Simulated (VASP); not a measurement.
Method: PBE GGA, VASP's PBE PAW potentials (set 64) (plane waves; VASP).

VASP input:

**KPOINTS**
```
k-points along high-symmetry lines
15
Line-mode
Reciprocal
  0.000000   0.000000   0.000000 ! GAMMA
  0.000000   0.500000   0.000000 ! X

  0.000000   0.500000   0.000000 ! X
  0.500000   0.500000   0.000000 ! M

  0.500000   0.500000   0.000000 ! M
  0.000000   0.000000   0.000000 ! GAMMA

  0.000000   0.000000   0.000000 ! GAMMA
  0.500000   0.500000   0.500000 ! R

  0.500000   0.500000   0.500000 ! R
  0.000000   0.500000   0.000000 ! X

  0.500000   0.500000   0.500000 ! R
  0.500000   0.500000   0.000000 ! M
```

INCAR:
```
SYSTEM = CsCl
PREC = Accurate
ENCUT = 520
EDIFF = 1E-6
NELM = 100
ALGO = Normal
LREAL = .FALSE.
LASPH = .TRUE.
ISMEAR = 0
SIGMA = 0.05
GGA = PE
LMAXMIX = 4
LWAVE = .FALSE.
LCHARG = .FALSE.
ICHARG = 11
```

### POSCAR
```
CsCl
1
    4.2098956288     0.0000000000     0.0000000000
    0.0000000000     4.2098956288     0.0000000000
    0.0000000000     0.0000000000     4.2098956288
Cs Cl
1 1
Direct
  0.0000000000   0.0000000000   0.0000000000
  0.5000000000   0.5000000000   0.5000000000
```

POTCAR, in this order: Cs_sv Cl (PBE.64 set). Program: vasp_std. Read from the step before: CHGCAR.

Output of the run:

**OSZICAR**
```
       N       E                     dE             d eps       ncg     rms          rms(c)
DAV:   1     0.947044738436E+02    0.94704E+02   -0.68581E+03  2160   0.113E+03
DAV:   2     0.779596503503E+00   -0.93925E+02   -0.87665E+02  3304   0.186E+02
DAV:   3    -0.649469893315E+01   -0.72743E+01   -0.72360E+01  2708   0.586E+01
DAV:   4    -0.658091982513E+01   -0.86221E-01   -0.86184E-01  2536   0.766E+00
DAV:   5    -0.658218000869E+01   -0.12602E-02   -0.12600E-02  2720   0.906E-01
DAV:   6    -0.658221307121E+01   -0.33063E-04   -0.33060E-04  2568   0.144E-01
DAV:   7    -0.658221416446E+01   -0.10932E-05   -0.10931E-05  2700   0.237E-02
DAV:   8    -0.658221420104E+01   -0.36587E-07   -0.36592E-07  1956   0.431E-03
   1 F= -.65822142E+01 E0= -.65822142E+01  d E =-.284587E-13
```

File OUTCAR:
```
 val. band max:       -0.6296904858   @ k =   0.0000   0.0000   0.0000

 cond. band min:       4.3565101600   @ k =   0.0000   0.0000   0.0000



 k-point     1 :       0.0000    0.0000    0.0000
  band No.  band energies     occupation
      1     -20.1044      2.00000
      2     -12.7267      2.00000
      3      -6.6314      2.00000
      4      -6.6314      2.00000
      5      -6.6314      2.00000
      6      -0.6297      2.00000
      7      -0.6297      2.00000
      8      -0.6297      2.00000
      9       4.3565      0.00000
     10       4.8104      0.00000
     11       4.8104      0.00000
     12       9.1676      0.00000

 k-point     2 :       0.0000    0.0357    0.0000
  band No.  band energies     occupation
      1     -20.1037      2.00000
      2     -12.7269      2.00000
      3      -6.6381      2.00000
      4      -6.6301      2.00000
      5      -6.6301      2.00000
      6      -0.6464      2.00000
      7      -0.6319      2.00000
      8      -0.6319      2.00000
      9       4.3865      0.00000
     10       4.8185      0.00000
     11       4.8386      0.00000
     12       9.1556      0.00000

 k-point     3 :       0.0000    0.0714    0.0000
  band No.  band energies     occupation
      1     -20.1014      2.00000
      2     -12.7277      2.00000
      3      -6.6578      2.00000
      4      -6.6261      2.00000
      5      -6.6261      2.00000
      6      -0.6949      2.00000
      7      -0.6384      2.00000
      8      -0.6384      2.00000
      9       4.4744      0.00000
     10       4.8427      0.00000
     11       4.9225      0.00000
     12       9.1533      0.00000

 k-point     4 :       0.0000    0.1071    0.0000
  band No.  band energies     occupation
      1     -20.0977      2.00000
      2     -12.7290      2.00000
      3      -6.6890      2.00000
      4      -6.6196      2.00000
      5      -6.6196      2.00000
      6      -0.7706      2.00000
      7      -0.6489      2.00000
...
```

The density is held fixed in this step, so its total energy and stress have no physical meaning. Unless said otherwise, spin-orbit coupling is left out, though it shifts the bands of the heavy elements here.

The compound is CsCl in the CsCl type structure. It was relaxed first, which changed the volume by +7 %.
